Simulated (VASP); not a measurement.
**GaN: relaxation of shape and atoms at fixed volume with LDA**

Crystal: GaN.

```
Ga N
1.0
     3.13559    0.00000    0.00000
    -1.56780    2.71550    0.00000
     0.00000    0.00000    5.11337
Ga N
2 2
Cartesian
  0.0000 1.8103 5.1099
  1.5678 0.9052 2.5533
  0.0000 1.8103 1.9209
  1.5678 0.9052 4.4776
```

The cell isn't the ideal one: a relaxed cell with its volume scaled by 0.98.

| Property | Result |
| --- | --- |
| Program | VASP 6.6.1 |
| Task | relaxation of shape and atoms at fixed volume |
| Functional | LDA |
| Potentials or basis | VASP PAW LDA potentials, release 64 (Ga_d, N) |
| Cutoff | 600 eV |
| k mesh | 12 × 12 × 5 |
| Occupations | gaussian, width 0.03 eV |
| Spin | no spin polarisation |
| Further INCAR settings | ALGO = Normal; EDIFF = 1e-07; IBRION = 2; EDIFFG = -0.01; NSW = 40; ISIF = 4 |

| Quantity | Value |
| --- | --- |
| Pressure after relaxing | 4.2 GPa |
| Largest force after relaxing | 0.004 eV/Å |
| Band gap on the k mesh | 2.25 eV, direct |

Forces in eV/Å, atoms in the order of the input:
```
Ga   0.000  0.000  0.004
Ga   0.000  0.000  0.004
N    0.000  0.000 -0.004
N    0.000  0.000 -0.004
```

Stress tensor (GPa, compression positive):
```
4.28 0.00 0.00
0.00 4.28 0.00
0.00 0.00 4.18
```

Final structure:
```xyz
4
Lattice="3.1356 0.0000 0.0000 -1.5678 2.7155 0.0000 0.0000 0.0000 5.1134" Properties=species:S:1:pos:R:3 pbc="T T T"
Ga    0.0000    1.8103    5.1099
Ga    1.5678    0.9052    2.5533
N     0.0000    1.8103    1.9209
N     1.5678    0.9052    4.4776
```

Levels at points of the mesh, in eV from the valence-band top:
```csv
k point,band 15,band 16,band 17,band 18,band 19,band 20,band 21,band 22
"(0.00, 0.00, 0.00)",-1.10,-0.06,0.00,0.00,2.25,4.49,9.30,9.99
"(0.50, 0.00, 0.00)",-4.48,-2.94,-2.39,-1.07,5.05,5.74,6.05,8.85
```

Run time: 31 s on 1 thread of Intel(R) Xeon(R) 6975P-C (Granite Rapids) (shared host), peak memory 0.19 GiB.

Caveat: the relaxation stopped at its first step, so nothing moved.
